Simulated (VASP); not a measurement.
# C in VASP: a series of runs

Runs on C. Level: PBE+D3(BJ). Tasks: single point, relaxation of the atoms.

Program: VASP 6.6.1. These are calculated values, not measurements. Logs are shortened: lines on timing, memory, paths and dates and some standing lists are left out, and cuts for length are marked.

## 1. The structure

The cell holds a slab with vacuum, 18 atoms: a = 7.398 Å, b = 7.398 Å, c = 12.000 Å, α = 90.00°, β = 90.00°, γ = 120.00°.

The cell was built by a generator and needn't be a form met in nature.

## 2. Single point, PBE+D3(BJ)

Input file INCAR:

```
SYSTEM = C
ALGO = Normal ; EDIFF = 1E-6
ENCUT = 520 ; GGA = PE
ISIF = 2 ; ISMEAR = -1
IVDW = 12 ; LASPH = .TRUE.
LCHARG = .FALSE. ; LREAL = Auto
LWAVE = .FALSE. ; NBANDS = 51
NELM = 100 ; PREC = Accurate
SIGMA = 0.05
```

Input file KPOINTS:

```
k-points
0
G
  2 2 1
  0 0 0
```

Input file POSCAR:

```
C
1.0
    7.3980000363      0.0000000000      0.0000000000
   -3.6990000181      6.4068559686      0.0000000000
    0.0000000000      0.0000000000     12.0000000000
C
18
Direct
    0.0000000000      0.0000000000      0.0833333333
    0.2222222222      0.1111111111      0.0833333333
    0.0000000000      0.3333333333      0.0833333333
    0.2222222222      0.4444444444      0.0833333333
    0.0000000000      0.6666666667      0.0833333333
    0.2222222222      0.7777777778      0.0833333333
    0.3333333333      0.0000000000      0.0833333333
    0.5555555556      0.1111111111      0.0833333333
    0.3333333333      0.3333333333      0.0833333333
    0.5555555556      0.4444444444      0.0833333333
    0.3333333333      0.6666666667      0.0833333333
    0.5555555556      0.7777777778      0.0833333333
    0.6666666667      0.0000000000      0.0833333333
    0.8888888889      0.1111111111      0.0833333333
    0.6666666667      0.3333333333      0.0833333333
    0.8888888889      0.4444444444      0.0833333333
    0.6666666667      0.6666666667      0.0833333333
    0.8888888889      0.7777777778      0.0833333333
```

Potentials or basis: VASP PAW PBE potentials, release 64 (C).

Command:

```console
$ cat potpaw_PBE.64/C/POTCAR > POTCAR
$ mpirun -np 1 vasp_std > vasp.out
```

OUTCAR:

```text
SYSTEM = C
   EDIFF = 1E-6
   ENCUT = 520
   GGA = PE
   ISIF = 2
   ISMEAR = -1
   IVDW = 12
   LASPH = .TRUE.
   LREAL = Auto
   NELM = 100
   PREC = Accurate
 IVDW          = 12

 ion  position               nearest neighbor table
   1  0.000  0.000  0.083-  18 1.42  14 1.42   2 1.42
   2  0.222  0.111  0.083-   9 1.42   7 1.42   1 1.42
   3  0.000  0.333  0.083-  14 1.42  16 1.42   4 1.42
   4  0.222  0.444  0.083-   9 1.42   3 1.42  11 1.42
   5  0.000  0.667  0.083-  18 1.42   6 1.42  16 1.42
   6  0.222  0.778  0.083-   7 1.42  11 1.42   5 1.42
[... 10 lines left out ...]
  17  0.667  0.667  0.083-  12 1.42  18 1.42  10 1.42
  18  0.889  0.778  0.083-   1 1.42   5 1.42  17 1.42

  LATTYP: Found a hexagonal cell.
 ALAT       =     7.3980000363
 C/A-ratio  =     1.6220600083

  Lattice vectors:

 A1 = (   7.3980000363,   0.0000000000,   0.0000000000)
 A2 = (  -3.6990000181,   6.4068559686,   0.0000000000)
 A3 = (   0.0000000000,   0.0000000000,  12.0000000000)

Analysis of symmetry for initial positions (statically):
=====================================================================
 Subroutine PRICEL returns following result:

  LATTYP: Found a hexagonal cell.
 ALAT       =     2.4660000119
 C/A-ratio  =     4.8661800253

  Lattice vectors:

 A1 = (   2.4660000119,   0.0000000000,   0.0000000000)
 A2 = (  -1.2330000059,   2.1356186560,   0.0000000000)
 A3 = (   0.0000000000,   0.0000000000,  12.0000000000)

   9 primitive cells build up your supercell.

 Routine SETGRP: Setting up the symmetry group for a
 hexagonal supercell.

 Subroutine GETGRP returns: Found 24 space group operations
 (whereof  6 operations were pure point group operations)
 out of a pool of 24 trial point group operations.

The static configuration has the point symmetry C_3v.
 The point group associated with its full space group is D_6h.

Analysis of symmetry for dynamics (positions and initial velocities):
=====================================================================
 Subroutine PRICEL returns following result:

  LATTYP: Found a hexagonal cell.
 ALAT       =     2.4660000119
 C/A-ratio  =     4.8661800253

  Lattice vectors:

 A1 = (   2.4660000119,   0.0000000000,   0.0000000000)
 A2 = (  -1.2330000059,   2.1356186560,   0.0000000000)
 A3 = (   0.0000000000,   0.0000000000,  12.0000000000)

   9 primitive cells build up your supercell.

 Routine SETGRP: Setting up the symmetry group for a
 hexagonal supercell.

 Subroutine GETGRP returns: Found 24 space group operations
 (whereof  6 operations were pure point group operations)
 out of a pool of 24 trial point group operations.

The dynamic configuration has the point symmetry C_3v.
 The point group associated with its full space group is D_6h.

 Subroutine INISYM returns: Found 24 space group operations
 (whereof  6 operations are pure point group operations),
 and found     9 'primitive' translations

----------------------------------------------------------------------------------------

                                     Primitive cell

  volume of cell :      63.1972

  direct lattice vectors                    reciprocal lattice vectors
     2.466000012  0.000000000  0.000000000     0.405515002  0.234124196  0.000000000
    -1.233000006  2.135618656  0.000000000     0.000000000  0.468248391  0.000000000
     0.000000000  0.000000000 12.000000000     0.000000000  0.000000000  0.083333333

  length of vectors
     2.466000012  2.466000012 12.000000000     0.468248391  0.468248391  0.083333333

  position of ions in fractional coordinates (direct lattice)
     0.000000000  0.000000000  0.083333333
     0.666666667  0.333333333  0.083333333

  ion indices of the primitive-cell ions
   primitive index   ion index
                 1           1
                 2          14

----------------------------------------------------------------------------------------

 KPOINTS: k-points

Automatic generation of k-mesh.
 Grid dimensions read from file:
 generate k-points for:    2    2    1

 Generating k-lattice:

  Cartesian coordinates                     Fractional coordinates (reciprocal lattice)
     0.067585834  0.039020699  0.000000000     0.500000000 -0.000000000  0.000000000
     0.000000000  0.078041399  0.000000000     0.000000000  0.500000000  0.000000000
     0.000000000  0.000000000  0.083333333     0.000000000  0.000000000  1.000000000

  Length of vectors
     0.078041399  0.078041399  0.083333333

  Shift w.r.t. Gamma in fractional coordinates (k-lattice)
     0.000000000  0.000000000  0.000000000

 Subroutine IBZKPT returns following result:
 ===========================================

 Found      2 irreducible k-points:

 Following reciprocal coordinates:
            Coordinates               Weight
  0.000000  0.000000  0.000000      1.000000
  0.500000  0.000000  0.000000      3.000000
   k-points           NKPTS =      2   k-points in BZ     NKDIM =      2   number of bands    NBANDS=     51
   number of dos      NEDOS =    301   number of ions     NIONS =     18
   total plane-waves  NPLWV = 282240
   dimension x,y,z NGX =    56 NGY =   56 NGZ =   90
   dimension x,y,z NGXF=   112 NGYF=  112 NGZF=  180
   ions per type =              18
   NGX,Y,Z   is equivalent  to a cutoff of  12.58, 12.58, 12.47 a.u.
   NGXF,Y,Z  is equivalent  to a cutoff of  25.17, 25.17, 24.94 a.u.
 SYSTEM =  C
   PREC   = accura    normal or accurate (medium, high low for compatibility)
   ISTART =      0    job   : 0-new  1-cont  2-samecut
   ICHARG =      2    charge: 1-file 2-atom 10-const
   ISPIN  =      1    spin polarized calculation?
   LNONCOLLINEAR =      F non collinear calculations
   LSORBIT =      F    spin-orbit coupling
   LASPH  =      T    aspherical Exc in radial PAW
   ENCUT  =  520.0 eV  38.22 Ry    6.18 a.u.  13.76 13.76 22.31*2*pi/ulx,y,z
   NELM   =    100;   NELMIN=  2; NELMDL= -5     # of ELM steps
   EDIFF  = 0.1E-05   stopping-criterion for ELM
   LREAL  =      T    real-space projection
   EDIFFG = 0.1E-04   stopping-criterion for IOM
   NSW    =      0    number of steps for IOM
[... 5 lines left out ...]
   TEBEG  =    0.0;   TEEND  =   0.0 temperature during run
   PSTRESS=    0.0 pullay stress
   NELECT =      72.0000    total number of electrons
   NUPDOWN=      -1.0000    fix difference up-down
   EMIN   =  10.00;   EMAX   =-10.00  energy-range for DOS
   EFERMI =   0.00;   METHOD = LEGACY
   ISMEAR =    -1;   SIGMA  =   0.05  broadening in eV -4-tet -1-fermi 0-gaus
   EFERMI_NEDOS =   21; number of points for ismear=-14 and -15
   IALGO  =     38    algorithm
   IMIX   =      4    mixing-type and parameters
     AMIX     =   0.40;   BMIX     =  1.00
     AMIX_MAG =   1.60;   BMIX_MAG =  1.00
  volume/ion in A,a.u.               =      31.60       213.24
  Fermi-wavevector in a.u.,A,eV,Ry     =   0.822001  1.553356  9.193253  0.675685
  Thomas-Fermi vector in A             =   1.933259
   LORBIT       =      0    0 simple, 1 ext, 2 COOP (PROOUT), +10 PAW based schemes
   GGA     = PE    functional components
   LHFCALC =     F    Hartree Fock is set to
   AEXX    =    0.0000 exact exchange contribution
   IVDW    =    12    specifies the selected vdW correction
   LEPSILON=     F    determine dielectric tensor
   LRPA    =     F    only Hartree local field effects (RPA)
 non-spin polarized calculation
  energy-cutoff  :      520.00
  volume of cell :      568.78
 maximum number of plane-waves:     15363
 NGX is ok and might be reduce to    56
   NGX = 27   NGY = 27   NGZ = 45

 number of electron      72.0000001 magnetization

 Free energy of the ion-electron system (eV)
  ---------------------------------------------------
  ext. energy  EPLUGINS =         0.00000000
  ---------------------------------------------------
  free energy    TOTEN  =      -165.62817245 eV

  energy without entropy =     -165.55885773  energy(sigma->0) =     -165.59351509

 E-fermi :  -1.7401     XC(G=0):  -3.5706

 val. band max:       -1.7401429332   @ k =   0.0000   0.0000   0.0000
 cond. band min:      -1.7401423012   @ k =   0.0000   0.0000   0.0000
 fundamental gap:      0.0000006320
 Fermi energy:        -1.7401426891

 k-point     1 :       0.0000    0.0000    0.0000
  band No.  band energies     occupation
      1     -21.2625      2.00000
      2     -18.6781      2.00000
      3     -18.6781      2.00000
      4     -18.6781      2.00000
      5     -18.6781      2.00000
      6     -18.6781      2.00000
[... 40 lines left out ...]
     47       3.4689      0.00000
     48       5.0175      0.00000

 k-point     2 :       0.5000    0.0000    0.0000
  band No.  band energies     occupation
      1     -20.6081      2.00000
      2     -20.6081      2.00000
      3     -19.3157      2.00000
      4     -19.3157      2.00000
      5     -16.8317      2.00000
      6     -16.8317      2.00000
[... 40 lines left out ...]
     47       4.1406      0.00000
     48       4.3659      0.00000
 [bands above 48 left out]

------------------------ aborting loop because EDIFF is reached ----------------------------------------

 Edisp (eV)   -1.60185

 E8    (eV) :    -0.4992

  FORCE on cell =-STRESS in cart. coord.  units (eV):
  Direction    XX          YY          ZZ          XY          YZ          ZX
  --------------------------------------------------------------------------------------
  -------------------------------------------------------------------------------------
  Total       1.08922     1.08922    -0.12075     0.00000    -0.00000     0.00000
  in kB       3.06822     3.06822    -0.34014     0.00000    -0.00000     0.00000
  external pressure =        1.93 kB  Pullay stress =        0.00 kB

 VOLUME and BASIS-vectors are now :
 -----------------------------------------------------------------------------
  energy-cutoff  :      520.00
  volume of cell :      568.78
      direct lattice vectors                 reciprocal lattice vectors
     7.398000036  0.000000000  0.000000000     0.135171667  0.078041399  0.000000000
    -3.699000018  6.406855969  0.000000000     0.000000000  0.156082797  0.000000000
     0.000000000  0.000000000 12.000000000     0.000000000  0.000000000  0.083333333

 POSITION                                       TOTAL-FORCE (eV/Angst)
 -----------------------------------------------------------------------------------
      0.00000      0.00000      1.00000        -0.000000      0.000000      0.000000
      1.23300      0.71187      1.00000         0.000000     -0.000000      0.000000
     -1.23300      2.13562      1.00000        -0.000000      0.000000     -0.000000
      0.00000      2.84749      1.00000         0.000000     -0.000000     -0.000000
     -2.46600      4.27124      1.00000        -0.000000      0.000000     -0.000000
     -1.23300      4.98311      1.00000         0.000000      0.000000      0.000000
[... 10 lines left out ...]
      2.46600      4.27124      1.00000        -0.000000     -0.000000      0.000000
      3.69900      4.98311      1.00000         0.000000     -0.000000     -0.000000
 -----------------------------------------------------------------------------------
    total drift:                               -0.000000      0.000000     -0.000000

  FREE ENERGIE OF THE ION-ELECTRON SYSTEM (eV)
  ---------------------------------------------------
  free  energy   TOTEN  =      -167.2300262090 eV

  energy  without entropy=     -167.1607114909  energy(sigma->0) =     -167.19536885
```

It took 1.8 min on 1 thread of Intel Xeon Platinum 8375C at 2.90GHz (Ice Lake), shared host; peak memory 0.55 GiB.

Results:

```yaml
Free_energy: -167.2300 eV
Band_gap_on_the_k_mesh: none (metal or under the smearing width)
Dispersion_energy_per_atom: -0.089 eV
```

Caveat: the k mesh is coarse (spacing up to 0.49 Å⁻¹), so the values aren't converged.

## 3. Relaxation of the atoms, PBE+D3(BJ)

Input file INCAR:

```
SYSTEM = C
PREC = Accurate ; ENCUT = 520
EDIFF = 1E-7 ; ISMEAR = -1
SIGMA = 0.05 ; LREAL = Auto
LASPH = .TRUE. ; NELM = 100
ALGO = Normal ; ISIF = 2
LWAVE = .FALSE. ; LCHARG = .FALSE.
GGA = PE ; IVDW = 12
IBRION = 2 ; NSW = 45
EDIFFG = -0.08
```

Input file KPOINTS:

```
regular mesh
0
G
  2 2 1
  0 0 0
```

Input file POSCAR:

```
C
1.0
    7.3980000000      0.0000000000      0.0000000000
   -3.6990000000      6.4068560000      0.0000000000
    0.0000000000      0.0000000000     12.0000000000
C
18
Direct
    0.0000000000      0.0000000000      0.0833333000
    0.2222222000      0.1111111000      0.0833333000
    0.0000000000      0.3333333000      0.0833333000
    0.2222222000      0.4444444000      0.0833333000
    0.0000000000      0.6666667000      0.0833333000
    0.2222222000      0.7777778000      0.0833333000
    0.3333333000      0.0000000000      0.0833333000
    0.5555556000      0.1111111000      0.0833333000
    0.3333333000      0.3333333000      0.0833333000
    0.5555556000      0.4444444000      0.0833333000
    0.3333333000      0.6666667000      0.0833333000
    0.5555556000      0.7777778000      0.0833333000
    0.6666667000      0.0000000000      0.0833333000
    0.8888889000      0.1111111000      0.0833333000
    0.6666667000      0.3333333000      0.0833333000
    0.8888889000      0.4444444000      0.0833333000
    0.6666667000      0.6666667000      0.0833333000
    0.8888889000      0.7777778000      0.0833333000
```

Potentials or basis: VASP PAW PBE potentials, release 64 (C).

Command:

```console
$ cat potpaw_PBE.64/C/POTCAR > POTCAR
$ mpirun -np 1 vasp_std > vasp.out
```

OUTCAR:

```text
SYSTEM = C
   PREC = Accurate
   ENCUT = 520
   EDIFF = 1E-7
   ISMEAR = -1
   LREAL = Auto
   LASPH = .TRUE.
   NELM = 100
   ISIF = 2
   GGA = PE
   IVDW = 12
   IBRION = 2
   NSW = 45
   EDIFFG = -0.08
 IVDW          = 12

 ion  position               nearest neighbor table
   1  0.000  0.000  0.083-   2 1.42  14 1.42  18 1.42
   2  0.222  0.111  0.083-   1 1.42   7 1.42   9 1.42
   3  0.000  0.333  0.083-   4 1.42  16 1.42  14 1.42
[... 317 lines left out ...]
  -------------------------------------------------------------------------------------
  Total       1.08926     1.08926    -0.12022     0.00000     0.00000     0.00000
  in kB       3.06834     3.06834    -0.33866     0.00000     0.00000     0.00000
  external pressure =        1.93 kB  Pullay stress =        0.00 kB

 VOLUME and BASIS-vectors are now :
 -----------------------------------------------------------------------------
  energy-cutoff  :      520.00
  volume of cell :      568.78
      direct lattice vectors                 reciprocal lattice vectors
     7.398000000  0.000000000  0.000000000     0.135171668  0.078041398  0.000000000
    -3.699000000  6.406856000  0.000000000     0.000000000  0.156082796  0.000000000
     0.000000000  0.000000000 12.000000000     0.000000000  0.000000000  0.083333333

 POSITION                                       TOTAL-FORCE (eV/Angst)
 -----------------------------------------------------------------------------------
      0.00000      0.00000      1.00000        -0.000000     -0.000000     -0.000000
      1.23300      0.71187      1.00000        -0.000000     -0.000000     -0.000000
     -1.23300      2.13562      1.00000         0.000000     -0.000000      0.000000
     -0.00000      2.84749      1.00000        -0.000000      0.000000      0.000000
     -2.46600      4.27124      1.00000         0.000000     -0.000000      0.000000
     -1.23300      4.98311      1.00000        -0.000000      0.000000      0.000000
[... 10 lines left out ...]
      2.46600      4.27124      1.00000        -0.000000     -0.000000      0.000000
      3.69900      4.98311      1.00000         0.000000      0.000000     -0.000000
 -----------------------------------------------------------------------------------
    total drift:                               -0.000210      0.000121      0.000000

  FREE ENERGIE OF THE ION-ELECTRON SYSTEM (eV)
  ---------------------------------------------------
  free  energy   TOTEN  =      -167.2300267166 eV

  energy  without entropy=     -167.1607119985  energy(sigma->0) =     -167.19536936

 reached required accuracy - stopping structural energy minimisation
```

CONTCAR:

```text
C
   1.00000000000000
     7.3979999999999997    0.0000000000000000    0.0000000000000000
    -3.6989999999999998    6.4068560000000003    0.0000000000000000
     0.0000000000000000    0.0000000000000000   12.0000000000000000
  C
    18
Direct
     0.0000000000000000    0.0000000000000000    0.0833332999999996
     0.2222221999999974    0.1111111000000022    0.0833332999999996
     0.0000000000000000    0.3333332999999996    0.0833332999999996
     0.2222221999999974    0.4444444000000018    0.0833332999999996
     0.0000000000000000    0.6666667000000004    0.0833332999999996
     0.2222221999999974    0.7777778000000026    0.0833332999999996
[... 10 lines left out ...]
     0.6666667000000004    0.6666667000000004    0.0833332999999996
     0.8888888999999978    0.7777778000000026    0.0833332999999996

  0.00000000E+00  0.00000000E+00  0.00000000E+00
  0.00000000E+00  0.00000000E+00  0.00000000E+00
  0.00000000E+00  0.00000000E+00  0.00000000E+00
  0.00000000E+00  0.00000000E+00  0.00000000E+00
  0.00000000E+00  0.00000000E+00  0.00000000E+00
  0.00000000E+00  0.00000000E+00  0.00000000E+00
[... 10 lines left out ...]
  0.00000000E+00  0.00000000E+00  0.00000000E+00
  0.00000000E+00  0.00000000E+00  0.00000000E+00
```

Run time: 1.8 min. Hardware: 1 thread of Intel Xeon Platinum 8375C at 2.90GHz (Ice Lake), shared host; peak memory 0.52 GiB.

Results:

* Free energy: -167.2300 eV
* Band gap on the k mesh: none (metal or under the smearing width)
* Dispersion energy per atom: -0.089 eV

Final structure:
```
C
1.0
     7.39800    0.00000    0.00000
    -3.69900    6.40686    0.00000
     0.00000    0.00000   12.00000
C
18
Direct
  0.00000 0.00000 0.08333
  0.22222 0.11111 0.08333
  0.00000 0.33333 0.08333
  0.22222 0.44444 0.08333
  0.00000 0.66667 0.08333
  0.22222 0.77778 0.08333
  0.33333 0.00000 0.08333
  0.55556 0.11111 0.08333
  0.33333 0.33333 0.08333
  0.55556 0.44444 0.08333
  0.33333 0.66667 0.08333
  0.55556 0.77778 0.08333
  0.66667 0.00000 0.08333
  0.88889 0.11111 0.08333
  0.66667 0.33333 0.08333
  0.88889 0.44444 0.08333
  0.66667 0.66667 0.08333
  0.88889 0.77778 0.08333
```

Caveat: the k mesh is coarse (spacing up to 0.49 Å⁻¹), so the values aren't converged; the relaxation stopped at its first step, so nothing moved.
